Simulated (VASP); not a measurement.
Write the native input for VASP 6.6.1 that does the following.

```yaml
Task: single point
Functional: PBEsol
Potentials_or_basis: VASP PAW PBE potentials, release 64 (Rb_sv)
Cutoff: 520 eV
k_mesh: 4 × 4 × 4
Occupations: gaussian, width 0.1 eV
Spin: no spin polarisation
Dipole_correction: no
Further_INCAR_settings: ALGO = Normal; EDIFF = 1e-06; NBANDS = 10
```

The structure of Rb lies in POSCAR:

```
Rb
1.0
   -2.9545118615      2.9545118615      2.7308451955
    2.9545118615     -2.9545118615      2.7308451955
    2.9545118615      2.9545118615     -2.7308451955
Rb
1
Direct
    0.0000000000      0.0000000000      0.0000000000
```

This isn't the form of Rb at room conditions, which is bcc.

The input as run:

INCAR

```
SYSTEM = Rb
  PREC = Accurate
  ENCUT = 520
  EDIFF = 1E-6
  ISMEAR = 0
  SIGMA = 0.1
  LREAL = .False.
  LASPH = .True.
  NELM = 100
  ALGO = Normal
  ISIF = 2
  LWAVE = .False.
  LCHARG = .True.
  GGA = PS
  LELF = .True.
  LVHAR = .True.
  NBANDS = 10
```

KPOINTS

```
regular mesh
0
Gamma
  4 4 4
  0 0 0
```

Potentials or basis: VASP PAW PBE potentials, release 64 (Rb_sv).

Launch:

```console
$ cat potpaw_PBE.64/Rb_sv/POTCAR > POTCAR
$ mpirun -np 1 vasp_std > vasp.out
```

It gave:

The pressure is -0.2 GPa and the band gap on the k mesh is none (metal or under the smearing width).

Caveat: the k mesh is coarse (spacing up to 0.39 Å⁻¹), so the values aren't converged; the PAW data sets were made with another functional, which shifts forces and pressure a little.

Run time: 7.4 s on 1 thread of Intel(R) Xeon(R) 6975P-C (Granite Rapids) (shared host), peak memory 0.23 GiB.
